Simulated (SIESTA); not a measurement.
## HfC in SIESTA: convergence with real-space mesh cutoff

Crystal: HfC.

```
Hf C
1.0
     0.00000    2.32500    2.32500
     2.32500    0.00000    2.32500
     2.32500    2.32500    0.00000
Hf C
1 1
Direct
  0.48872 0.50833 0.48842
  0.99015 0.01910 0.99366
```

The cell isn't the ideal one: atoms moved at random, drawn with an rms of 0.05 Å.

- Program: SIESTA 5.4.2
- Task: single point
- Functional: RPBE
- Potentials or basis: PseudoDojo 0.4 standard (PBE files)
- Basis: DZP (energy shift 0.003 Ry; two zetas on semicore shells)
- Grid cutoff: 100 Ry
- Energy shift: 0.003 Ry
- k mesh: 8 × 8 × 8
- Occupations: fermi-dirac, width 0.05 eV
- Spin: no spin polarisation

These are the settings of the first run; the series varies real-space mesh cutoff, with any setting tied to it.

Hardware: 1 thread of Intel(R) Xeon(R) 6975P-C (Granite Rapids), on a shared host.

| real-space mesh cutoff | energy less the tightest run, at zero smearing (meV/atom) | pressure (GPa) | largest force (eV/Å) | SCF cycles | CPU time (s) | peak memory (GiB) |
| --- | --- | --- | --- | --- | --- | --- |
| 100 Ry | -21.53 | 7.21 | 0.441 | 8 | 15 | 0.18 |
| 150 Ry | -11.51 | 7.04 | 0.431 | 8 | 16 | 0.18 |
| 200 Ry | -3.99 | 6.91 | 0.432 | 8 | 19 | 0.19 |
| 300 Ry | -1.03 | 6.84 | 0.434 | 8 | 24 | 0.21 |
| 400 Ry | -0.38 | 6.80 | 0.436 | 8 | 29 | 0.24 |
| 500 Ry | -0.14 | 6.87 | 0.435 | 8 | 34 | 0.25 |
| 700 Ry | -0.05 | 6.82 | 0.433 | 8 | 50 | 0.32 |
| 900 Ry | -0.03 | 6.85 | 0.433 | 8 | 61 | 0.34 |
| 1200 Ry | 0.00 | 6.86 | 0.433 | 8 | 81 | 0.46 |

Against the tightest run, the energy stays within 1 meV/atom from 400 Ry on; the pressure stays within 0.1 GPa from 200 Ry on; the largest force stays within 0.005 eV/Å from 150 Ry on. Values are those asked for, which the program may round to a finer grid. The tightest run that finished is the yardstick and may itself not be fully converged.

Caveat, for the tightest run too: short orbitals over semicore shells can move pressures by several GPa; the potentials were made for another functional, which shifts forces and pressure; the basis of atomic orbitals isn't converged, which shifts pressures, moduli and gaps. Spin-orbit coupling is left out, which matters for the levels of Hf.
